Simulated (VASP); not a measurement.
Wanted: the native input for a VASP 6.6.1 run.

```
Task                   : relaxation of cell and atoms
Functional             : LDA
Potentials or basis    : VASP PAW LDA potentials, release 64 (Al, N)
Cutoff                 : 600 eV
k mesh                 : 8 × 8 × 5
Occupations            : gaussian, width 0.05 eV
Spin                   : no spin polarisation
Further INCAR settings : ALGO = Normal; EDIFF = 1e-06; IBRION = 2; EDIFFG = -0.01; NSW = 40; ISIF = 3
```

The structure of AlN lies in POSCAR:

```
AlN
1.0
    3.1130000000      0.0000000000      0.0000000000
   -1.5565000000      2.6959370820      0.0000000000
    0.0000000000      0.0000000000      4.9810000000
Al N
2 2
Direct
    0.3333333333      0.6666666667      0.0000000000
    0.6666666667      0.3333333333      0.5000000000
    0.3333333333      0.6666666667      0.3800000000
    0.6666666667      0.3333333333      0.8800000000
```

One way to write it, as run:

INCAR

```
SYSTEM = AlN
PREC = Accurate
ENCUT = 600
EDIFF = 1E-6
ISMEAR = 0
SIGMA = 0.05
LREAL = .False.
LASPH = .True.
NELM = 60
ALGO = Normal
ISIF = 3
LWAVE = .False.
LCHARG = .False.
GGA = CA
IBRION = 2
NSW = 40
EDIFFG = -0.01
```

KPOINTS

```
Automatic mesh
0
Gamma
  8 8 5
  0 0 0
```

Potentials or basis: VASP PAW LDA potentials, release 64 (Al, N).

Command:

```bash
$ cat potpaw_LDA.64/Al/POTCAR potpaw_LDA.64/N/POTCAR > POTCAR
$ mpirun -np 1 vasp_std > vasp.out
```

It gave:

The relaxed volume is 10.23 Å³/atom and the relaxed cell is a = 3.091 Å, b = 3.091 Å, c = 4.947 Å, α = 90.00°, β = 90.00°, γ = 120.00°. The space group after relaxing (to 0.05 Å) is P6_3mc (No. 186), the energy gained by relaxing is 3.2 meV/atom and the ionic steps are 6. The pressure after relaxing is 0.1 GPa and the largest force after relaxing is 0.005 eV/Å. The band gap on the k mesh is 4.41 eV, direct.

Run time: 49 s on 1 thread of Intel(R) Xeon(R) Platinum 8375C CPU @ 2.90GHz (Ice Lake) (shared host), peak memory 0.16 GiB.
